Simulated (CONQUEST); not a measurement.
Runs of CONQUEST 1.3 on ZrB2. The structure is hexagonal, space group P6/mmm (No. 191). Conventional cell: a = 3.170 Å, b = 3.170 Å, c = 3.533 Å, α = 90.00°, β = 90.00°, γ = 120.00°. Zr (site symmetry 6/mmm) is surrounded by 12 B at 2.54 Å. B (site symmetry -6m2) is surrounded by 3 B at 1.83 Å. 

```tsv
task	level	potentials or basis	cell	gap on the mesh (eV)	pressure (GPa)	V0 of scaled cells (Å³/atom)	B0 (GPa)	largest force (eV/Å)
equation of state	PBEsol	PseudoDojo NC PBEsol, DZP, grid of 32 × 36 × 60 points	as given	-	-	10.16	(b)	-
equation of state	PBE	PseudoDojo NC PBE, DZP, grid of 32 × 36 × 60 points	as given	-	-	(a)	242	-
single point	PBEsol	PseudoDojo NC PBEsol, DZP, grid cutoff 120 Ha	atoms moved at random, drawn with an rms of 0.05 Å	none	-1.2	-	-	1.28
single point	PBEsol	PseudoDojo NC PBEsol, DZP, grid cutoff 120 Ha	as given	none	-2.2	-	-	0.01
```

Alike in all rows: no spin polarisation; k mesh 8 × 8 × 5; smearing fermi-dirac 0.05 eV.

Q: Estimate the missing entries.

A: (a) 10.34; (b) 254.

Caveats: the basis of atomic orbitals isn't converged, which shifts pressures, moduli and gaps; the DZP basis gives volumes some 2 % larger than converged bases do, and moduli off by several per cent (some runs); the cell was scaled at fixed shape and fractional positions, which overstates the stiffness of a crystal with free parameters, most of all of layers and chains (some runs); the box holds several primitive cells, so bands are folded and the points are those of the box's own zone (some runs).

A k mesh can miss the band edges, and the runs leave out spin-orbit coupling on Zr.

A gap of «none» marks a metal or a gap under the smearing width.
